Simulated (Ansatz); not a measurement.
# AgBr: electron density at the nuclei under pressure

```
Ag Br
1.0
     0.00000    2.88605    2.88605
     2.88605    0.00000    2.88605
     2.88605    2.88605    0.00000
Ag Br
1 1
Cartesian
  2.8861 2.8861 2.8861
  0.0000 0.0000 0.0000
```

Atoms are numbered in the order listed.

Conventional cell: a = 5.772 Å, b = 5.772 Å, c = 5.772 Å, α = 90.00°, β = 90.00°, γ = 90.00°. Ag (atom 1) has 6 Br at 2.89 Å as nearest neighbours. Br (atom 2) is surrounded by 6 Ag at 2.89 Å.

The cell comes from COD entry 9011682, which wasn't checked; take it as a given geometry.

Method: Ansatz 0.2.0, DFT, LDA, all-electron PAW with datasets made for the crystal, scalar-relativistic.

Sampling and basis: a Γ-centred 7×7×7 k mesh, Fermi–Dirac smearing of 0.03 eV, cutoff 260 eV (chosen by the program for this cell), no spin polarisation.

The contact density is the mean electron density over the nuclear volume; its changes follow the s electrons' response to bonding and compression. Changes below are taken from the unscaled cell, where it is 944471 e/Å³ at Ag1, 291941 e/Å³ at Br2.

Volumes at which the program chose other datasets or cutoffs are left out.

The datasets are made afresh for each cell, so very small changes are uncertain.

(1) Does compression raise or lower the contact density at Ag1?

(2) Tabulate the changes with volume.

Answers

(1) It raises it, by 4.93 e/Å³ over the whole range.

(2) 
```
V/V(cell)  P (GPa)  Δρ(0) Ag1 (e/Å³)  Δρ(0) Br2 (e/Å³)
   0.9400     -2.1              4.27             -0.06
   0.9600     -3.2              2.81             -0.02
   0.9800     -4.1              1.37             -0.01
   0.9900     -4.5              0.68              0.00
   1.0000     -4.8              0.00              0.00
   1.0100     -5.2             -0.66              0.00
```
